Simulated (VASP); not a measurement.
Crystal: HfS2.

```
Hf S
1.0
     3.63966    0.00000    0.00000
    -1.81983    3.15204    0.00000
     0.00000    0.00000    6.05556
Hf S
1 2
Direct
  0.00000 0.00000 0.00000
  0.66667 0.33333 0.76395
  0.33333 0.66667 0.23605
```

The cell is a database's computed one.

* Program: VASP 6.6.1
* Task: relaxation of cell and atoms
* Functional: optB86b-vdW
* Potentials or basis: VASP PAW PBE potentials, release 64 (Hf_pv, S)
* Cutoff: 600 eV
* k mesh: 9 × 9 × 5
* Occupations: gaussian, width 0.03 eV
* Spin: no spin polarisation

At the start: pressure -0.3 GPa; volume 23.16 Å³/atom.

Question: How do energy, volume and symmetry change on relaxing?

Answer: Over 10 steps the energy falls by 5.6 meV/atom and the volume is 22.07 Å³/atom (-4.7 %); space group P-3m1 (No. 164, to 0.05 Å).

Step by step:
```csv
step,energy change (eV),largest force (eV/Å),pressure (GPa),volume (Å³)
1,0.0000,0.2117,-0.30,69.47
2,-0.0050,0.1374,-0.22,69.04
3,-0.0069,0.0560,-0.13,68.59
4,-0.0091,0.0637,-0.03,68.20
5,-0.0141,0.0856,0.31,67.06
6,-0.0129,0.1223,1.20,64.78
7,-0.0155,0.1113,0.66,66.13
8,-0.0167,0.0410,0.21,66.18
9,-0.0168,0.0012,-0.06,66.20
10,-0.0168,0.0042,-0.03,66.20
```

Final structure:
```
Hf S
1.0
     3.61401    0.00000    0.00000
    -1.80701    3.12983    0.00000
     0.00000    0.00000    5.85250
Hf S
1 2
Cartesian
  0.0000 0.0000 0.0000
  1.8070 1.0433 4.3989
  0.0000 2.0866 1.4536
```

Caveat: the PAW data sets were made with another functional, which shifts forces and pressure a little.
